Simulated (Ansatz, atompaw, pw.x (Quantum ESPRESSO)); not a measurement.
## Zr: one change to the PAW (atompaw) potential, in the atom and in the fcc crystal

atompaw 4.2.0.5 input, output lines left out:

```
Zr 40
GGA-PBE scalarrelativistic loggrid 1500 logderivrange -2 5 176
5 5 4 0 0 0
5 1 0
4 2 2
0 0 0
c
c
c
c
v
c
c
c
v
c
v
3
3.00 2.50 2.00 1.95
y
0.05
n
y
0.45
n
y
0.2
n
y
0.05
n
custom polynom2 7 10 vanderbiltortho besselshape
bessel
3.00
3.00
3.00
3.00
2.95
3.00
3.00
```

Change: augmentation besselshape compensation charge, radius 2.50 bohr; PAW radius 3.00 bohr; waves and projectors: custom polynom vanderbiltortho.

Cutoffs, loose and tight: the cutoffs (Ry, on a coarse ladder) from which the occupation-weighted sum of valence levels, in a spherical-Bessel basis at the reference potential, stays within 10 and 1 mRy of its value at 400 Ry. They see the waves, projectors and local potential, not the compensation charge or the core.

Crystal test: fcc Zr in pw.x 7.5, no spin, 13³ k-points, Fermi–Dirac smearing 0.01 Ry, cutoffs set for each file from its atomic test. The reference is all-electron LAPW (Ansatz 0.2.0) with the same functional, mesh and smearing; V0 and B0 come from Birch–Murnaghan fits to the pressures at five volumes. Errors are pseudo minus all-electron; Δ is the rms difference of the E(V) curves that follow from these fits, minima aligned, over ±6 % about the mean V0. Mesh and smearing are coarse, so the numbers serve the comparison and aren't converged zero-temperature values; the lattice is a test structure that the element need not adopt.

All-electron: a0 = 4.534 Å (V0 = 23.31 Å³/atom), B0 = 89.0 GPa.

Question: Does the change bring the crystal closer to the all-electron result?

Answer: The mean pressure error goes from +1.01 to -17.69 GPa, so the change moves the solid further from the all-electron pressures.

| quantity | base | changed |
| --- | --- | --- |
| outcome (atom) | generated | generated |
| cutoff, loose (atom) | 12 Ry | 10 Ry |
| cutoff, tight (atom) | 35 Ry | 18 Ry |
| bound ghosts (atom) | none | s, p |
| cutoffs in pw.x (Ry) | 45/450 | 40/400 |
| a0 (Å) | 4.550 | – |
| a0 error (%) | +0.34 | – |
| B0 error (%) | +4.4 | – |
| Δ (meV/atom) | 4.9 | – |
| mean pressure error (GPa) | +1.01 | -17.69 |

A dash: not determined, or the minimum lies outside the volumes sampled.

Changed file: This is a poor potential for the solid. The pseudo pressure rises with volume over the whole range, a mechanical instability. Note: ghost states, extra bound levels that the all-electron valence spectrum of the same l lacks: s at -54.7 eV, p at -28.0 eV. A true bound ghost makes a file unfit for plane-wave use. The atomic cutoffs weigh occupied waves only.
